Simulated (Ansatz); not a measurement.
Relaxed structure of H2 on the (110) surface of InSb, one molecule per 60.6 Å² (the molecule's atoms stand last):

```
CELL_PARAMETERS angstrom
9.25864 0.00000 0.00000
0.00000 6.54685 0.00000
0.00000 0.00000 23.33572
ATOMIC_POSITIONS crystal
In 0.25000 0.50000 0.34282
In 0.75000 0.50000 0.34282
Sb 0.50000 0.25000 0.34282
Sb 0.00000 0.25000 0.34282
In 0.49863 0.07213 0.45506
In 0.99885 0.07271 0.45513
Sb 0.74894 0.81997 0.43073
Sb 0.24872 0.81909 0.43110
In 0.74926 0.49833 0.51379
In 0.24878 0.49815 0.51448
Sb 0.99852 0.29970 0.55915
Sb 0.49950 0.30009 0.55890
H 0.22327 0.27009 0.69134
H 0.29732 0.26621 0.67810
```

The calculation used DFT PBE+D3(BJ), scalar-relativistic, plane waves, PAW in Ansatz 0.2.0. Plane waves to 420 eV, a k mesh through Γ of 2×3×1 on the computed 14-atom cell and Gaussian smearing (0.10 eV); no spin polarisation. The cell repeats along c with a dipole correction in the vacuum.

The slab and the molecular layer are also computed alone at these places.

(1) How does the adsorption energy per molecule split into interaction and deformation?

(2) How much charge moves across the plane at z = 14.44 Å, midway between slab and molecule?

Answers

(1) E_ads = -0.048 eV: interaction of the rigid parts -0.050 eV, deformation of the slab +0.002 eV, deformation of the molecule with its lateral interactions 0.000 eV.

(2) No net charge (under 0.01 e); half the integral of |Δρ| is 0.01 e.